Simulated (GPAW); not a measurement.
# How C absorbs and reflects light

Aim: the dielectric function of C, and the optical constants that follow from it.

Program: GPAW 26.7.0. Level of theory: DFT, PBE, plane-wave PAW (GPAW data sets), scalar-relativistic, RPA, optical limit. Results are calculated unless marked as measured.

### 1. The structure

Symmetry: Fd-3m, No. 227, cubic system. Conventional cell: a = 3.567 Å, b = 3.567 Å, c = 3.567 Å, α = 90.00°, β = 90.00°, γ = 90.00°. C has 4 C at 1.54 Å nearest.

### 2. Ground state

First the ground state: is it a metal or has it a gap?

This step: DFT, PBE, plane-wave PAW (GPAW data sets), scalar-relativistic, ground state (GPAW 26.7.0).

gs.py reads:

```python
from ase import Atoms
from ase.dft.bandgap import bandgap
from gpaw import GPAW, PW, FermiDirac

atoms = Atoms(['C', 'C'],
              cell=[[0.000000000000, 1.783370000000, 1.783370000000],
                    [1.783370000000, 0.000000000000, 1.783370000000],
                    [1.783370000000, 1.783370000000, 0.000000000000]],
              scaled_positions=[[0.750000000000, 0.750000000000, 0.750000000000],
                                [0.500000000000, 0.500000000000, 0.500000000000]],
              pbc=[True, True, True])
atoms.calc = GPAW(mode=PW(550), xc='PBE', kpts={'size': (11, 11, 11), 'gamma': True},
                  occupations=FermiDirac(0.05), maxiter=150, txt='gs.txt')
print('energy (eV)', atoms.get_potential_energy())
print('Fermi level (eV)', atoms.calc.get_fermi_level())
print('valence electrons', atoms.calc.get_number_of_electrons())
print('gap (eV)', bandgap(atoms.calc, output=None)[0])
print('direct gap (eV)', bandgap(atoms.calc, direct=True, output=None)[0])
atoms.calc.write('gs.gpw')
```

On the command line:

```bash
$ OMP_NUM_THREADS=1 python gs.py
```

Numbers of over 12 decimals in the logs are rounded to 6 here.

Output:

```text
__  _  _
 | _ |_)|_||  |
 |__||  | ||/\| - 26.7.0

Versions:
  Python: 3.12.14
  ASE:    3.29.0
  Numpy:  2.5.5
  Scipy:  1.18.1
  Libxc:  7.0.0

Input parameters:
  mode=PW(ecut=550.0),
  kpts=MonkhorstPack(size=(11, 11, 11), gamma=True),
  maxiter=150,
  occupations=Occupations(name='fermi-dirac', width=0.05, fixmagmom=False),
  xc=XC(name='PBE')

Diagonalizing LCAO Hamiltonian
Converting LCAO to pw mode

          C
       C

Atoms  # Å, Bohr magnetons
|   | symbol |        x |        y |        z |    initial magnetic moments |
| 0 |      C | 2.675055 | 2.675055 | 2.675055 | ( 0.0000,  0.0000,  0.0000) |
| 1 |      C | 1.783370 | 1.783370 | 1.783370 | ( 0.0000,  0.0000,  0.0000) |

Unit cell  # Å
| periodic |        x |        y |        z |  lengths |    angles |
|      yes | 0.000000 | 1.783370 | 1.783370 | 2.522066 | 60.000000 |
|      yes | 1.783370 | 0.000000 | 1.783370 | 2.522066 | 60.000000 |
|      yes | 1.783370 | 1.783370 | 0.000000 | 2.522066 | 60.000000 |

Number of symmetries: 24
Symmetry operations  # r_c * U_cc + t_c -> r_c
|    | kind |            matrix            |
|  0 |  E   |  1, 0, 0,  0, 1, 0,  0, 0, 1 |
|  1 |  σ   |  1, 0, 0,  0, 0, 1,  0, 1, 0 |
|  2 |  σ   |  1, 0,-1,  0, 1,-1,  0, 0,-1 |
|  3 |  C3  |  1, 0,-1,  0, 0,-1,  0, 1,-1 |
|  4 |  C3  |  1,-1, 0,  0,-1, 1,  0,-1, 0 |
|  5 |  σ   |  1,-1, 0,  0,-1, 0,  0,-1, 1 |
|  6 |  σ   |  0, 1, 0,  1, 0, 0,  0, 0, 1 |
|  7 |  C3  |  0, 1, 0,  0, 0, 1,  1, 0, 0 |
|  8 |  C2  |  0, 1,-1,  1, 0,-1,  0, 0,-1 |
|  9 |  S4  |  0, 1,-1,  0, 0,-1,  1, 0,-1 |
| 10 |  C3  |  0, 0, 1,  1, 0, 0,  0, 1, 0 |
| 11 |  σ   |  0, 0, 1,  0, 1, 0,  1, 0, 0 |
| 12 |  S4  |  0, 0,-1,  1, 0,-1,  0, 1,-1 |
| 13 |  C3  |  0, 0,-1,  0, 1,-1,  1, 0,-1 |
| 14 |  S4  |  0,-1, 1,  1,-1, 0,  0,-1, 0 |
| 15 |  C2  |  0,-1, 1,  0,-1, 0,  1,-1, 0 |
| 16 |  C3  |  0,-1, 0,  1,-1, 0,  0,-1, 1 |
| 17 |  S4  |  0,-1, 0,  0,-1, 1,  1,-1, 0 |
| 18 |  S4  | -1, 1, 0, -1, 0, 1, -1, 0, 0 |
| 19 |  C3  | -1, 1, 0, -1, 0, 0, -1, 0, 1 |
| 20 |  C3  | -1, 0, 1, -1, 1, 0, -1, 0, 0 |
| 21 |  S4  | -1, 0, 1, -1, 0, 0, -1, 1, 0 |
| 22 |  σ   | -1, 0, 0, -1, 1, 0, -1, 0, 1 |
| 23 |  C2  | -1, 0, 0, -1, 0, 1, -1, 1, 0 |

BZ-sampling:
  Number of BZ points: 1331
  Number of IBZ points: 56

  Monkhorst-Pack size: [11, 11, 11]
  Monkhorst-Pack shift: [0, 0, 0]

K-points  # in reciprocal-cell coordinates
|     |                                coordinates |     weight |
|   0 | (  0.00000000,   0.00000000,   0.00000000) | 0.00075131 |
|   1 | (  0.09090909,   0.09090909,   0.00000000) | 0.00450789 |
|   2 | (  0.09090909,   0.09090909,   0.09090909) | 0.00601052 |
|   3 | (  0.18181818,   0.09090909,   0.09090909) | 0.00901578 |
|   4 | (  0.18181818,   0.18181818,   0.00000000) | 0.00450789 |
|   5 | (  0.18181818,   0.18181818,   0.09090909) | 0.01803156 |
|   6 | (  0.18181818,   0.18181818,   0.18181818) | 0.00601052 |
|   7 | (  0.27272727,   0.18181818,   0.09090909) | 0.01803156 |
|   8 | (  0.27272727,   0.18181818,   0.18181818) | 0.01803156 |
|   9 | (  0.27272727,   0.27272727,   0.00000000) | 0.00450789 |
| ... |                                            |            |
|  55 | (  0.45454545,   0.45454545,   0.45454545) | 0.00601052 |

Plane wave coefficients: 338
Cutoff: 550.0 eV

Spin-components: 1 (collinear spins)
Bands:           8
Projectors:      10
Spin-degeneracy: 2
Datatype:        complex128

Parallelization:
  kpt:    1
  domain: 1
  band:   1

Density:
  Valence electrons: 8.0
  Components: 1
  Grid points: [14 14 14]
  Charge: 0.0  # |e|

Potential:
  Grid points: [14 14 14]

species:
  C:
    name:    Carbon
    id:
    Z:       6.0
    valence: 4
    core:    2
    charge:  0.0  # [|e|]
    compensation charges:
      type: gauss
      rc: 0.20  # [Å]
      lmax: 2
    cutoffs:
      filter: 1.14  # [Å]
      core: 1.14  # [Å]
    projectors
    | kind |    occ | energy [eV] | rcut [Å] |
    |   2s |  2.000 |     -13.751 |    0.635 |
    |   2p |  2.000 |      -5.284 |    0.635 |
    |    s |        |      13.461 |    0.635 |
    |    p |        |      21.927 |    0.635 |
    |    d |        |       0.000 |    0.635 |

    Using partial waves for C as LCAO basis

Reference energy: -2055.256231  # eV

eigensolver:
  PPCG
  Converge bands: occupied
  niter=2

density mixing:
  MSR1-Mixer
  Pratt-step length: 0.05
  Maximum mixing coefficient: 0.75
  Old densities: 10
  SVD Regularization: 0.005
  Good broyden scale: 1.0
  Trust region scale: 1.0
  Backstep threshold: 4.0
  History deletion threshold: 6.0
  Fourier metric: weight=20.0, sigma=0.015

occupation numbers:
  Fermi-Dirac:
    width: 0.0500  # eV

poisson solver:
  ecut: 4400.0  # eV

xc functional:
  name: PBE with 2 nearest neighbor stencil

convergence criteria:
- Maximum [total energy] change in last 3 cyles: 0.0005 eV / valence electron
- Maximum integral of absolute [dens]ity change: 0.0001 electrons / valence electron
- Maximum integral of absolute [eigenst]ate change: 4e-08 eV^2 / valence electron
maximum number of iterations: 150

SCF iterations
|iter     |      energy | eigst |  dens |
|iter:   1||  -18.672081 | +0.06 |       |
|iter:   2||  -18.603871 | -2.64 | -0.80 |
|iter:   3||  -18.181780 | -1.41 | -0.83 |
|iter:   4||  -18.177685 | -2.51 | -1.48 |
|iter:   5||  -18.178293 | -4.43 | -2.22 |
|iter:   6||  -18.178296c| -6.36 | -3.32 |
|iter:   7||  -18.178296c| -7.91c| -4.06c|

Converged in 7 steps
SCF loop duration: 2.954 s (0.422 s/step)
Energy contributions relative to reference atoms: (reference = -2055.256231)

Energy contributions:
  Kinetic:          16.608066
  Coulomb:         -15.660514
  Zero:              0.029109
  External:          0.000000
  Xc:              -19.154958
  Entropy:          -0.000000
  Spinorbit:         0.000000
  ----------------------------
  Free energy:     -18.178296
  Extrapolated:    -18.178296

dipole moment: (2.140928, 2.140928, 2.140928)  # |e|*Ang

Fermi level: 13.851
Eigenvalues  # (at kpt = [0.000, 0.000, 0.000])
| band index |      eig [eV] | occ [0-2] |
|          0 |        -9.413 |     2.000 |
|          1 |        12.065 |     2.000 |
|          2 |        12.065 |     2.000 |
|          3 |        12.065 |     2.000 |
|          4 |        17.664 |     0.000 |
|          5 |        17.664 |     0.000 |
|          6 |        17.664 |     0.000 |
|          7 |        25.407 |     0.000 |

Gap: 4.132 eV
Transition (v -> c):
  (s=0, k=0, n=3, [0.00, 0.00, 0.00]) -> (s=0, k=20, n=4, [0.36, 0.36, 0.00])
Direct/indirect transitions are different
Direct gap: 5.599 eV
Transition at: (s=0, k=0, n=3, [0.00, 0.00, 0.00])

--- standard output ---
energy (eV) -18.178296
Fermi level (eV) 13.851386
valence electrons 8.0
gap (eV) 4.132479
direct gap (eV) 5.598950
```

It took 4.9 s on 1 thread of Arm Neoverse V1, shared host; peak memory 0.12 GiB.

Read-outs, printed or worked out from the files:

```
energy                 : -18.18 eV
Fermi energy           : 13.85 eV
gap on the k-mesh      : 4.132 eV
direct gap on the mesh : 5.599 eV
electrons              : 8
```

There is a gap, 4.13 eV on this mesh (points off the mesh can give less), so no carriers' term is needed.

### 3. Bands for the response

The response needs many more empty bands than the density does.

This step: DFT, PBE, plane-wave PAW (GPAW data sets), scalar-relativistic, bands at fixed density (GPAW 26.7.0).

nscf.py reads:

```python
from ase.dft.bandgap import bandgap
from gpaw import GPAW, FermiDirac

calc = GPAW('gs.gpw').fixed_density(kpts={'size': (17, 17, 17), 'gamma': True}, nbands=20, convergence={'bands': 14},
                                    occupations=FermiDirac(0.001), txt='nscf.txt')
print('gap (eV)', bandgap(calc, output=None)[0])
print('direct gap (eV)', bandgap(calc, direct=True, output=None)[0])
print('top band over the Fermi level (eV)', min(calc.get_eigenvalues(kpt=k)[13] for k in range(len(calc.get_ibz_k_points()))) - calc.get_fermi_level())
calc.write('full.gpw', mode='all')
```

On the command line:

```bash
$ OMP_NUM_THREADS=1 python nscf.py
```

Output:

```text
Diagonalizing LCAO Hamiltonian
Converting LCAO to pw mode
convergence criteria:
- Maximum integral of absolute [eigenst]ate change: 4e-08 eV^2 / valence electron
maximum number of iterations: 150

SCF iterations
|iter     |      energy | eigst |  dens |
|iter:   1||             | +2.92 |       |
|iter:   2||             | +1.25 |       |
|iter:   3||             | -1.03 |       |
|iter:   4||             | -2.75 |       |
|iter:   5||             | -4.94 |       |
|iter:   6||             | -6.55 |       |
|iter:   7||             | -7.81c|       |
SCF steps: 7
  __  _  _
 | _ |_)|_||  |
 |__||  | ||/\| - 26.7.0

Versions:
  Python: 3.12.14
  ASE:    3.29.0
  Numpy:  2.5.5
  Scipy:  1.18.1
  Libxc:  7.0.0

Input parameters:
  mode=PW(ecut=550.0),
  convergence={'bands': 14},
  gpts=array([14, 14, 14]),
  kpts=MonkhorstPack(size=(17, 17, 17), gamma=True),
  maxiter=150,
  nbands=20,
  occupations=Occupations(name='fermi-dirac', width=0.001, fixmagmom=False),
  parallel={},
  xc=XC(name='PBE')

--- standard output ---
gap (eV) 4.135627
direct gap (eV) 5.598950
top band over the Fermi level (eV) 25.762704
```

Elapsed: 18 s, on 1 thread; peak memory 0.15 GiB.

Numbers from this step:

| Property | Result |
| --- | --- |
| gap on the k-mesh | 4.136 eV |

[end of part 1 of 2]

[Machine, clock and banner lines and Python warnings are left out of the logs.]

[Logs are printed without paths, hosts, clocks, repeated set-up lines and the standing remarks that a program may print on its own settings, such as how far it seeks lower states.]

[Hosts, paths, dates, database ids (printed as entryN), source tags and the programs' standing remarks are cut or masked in the printed files.]
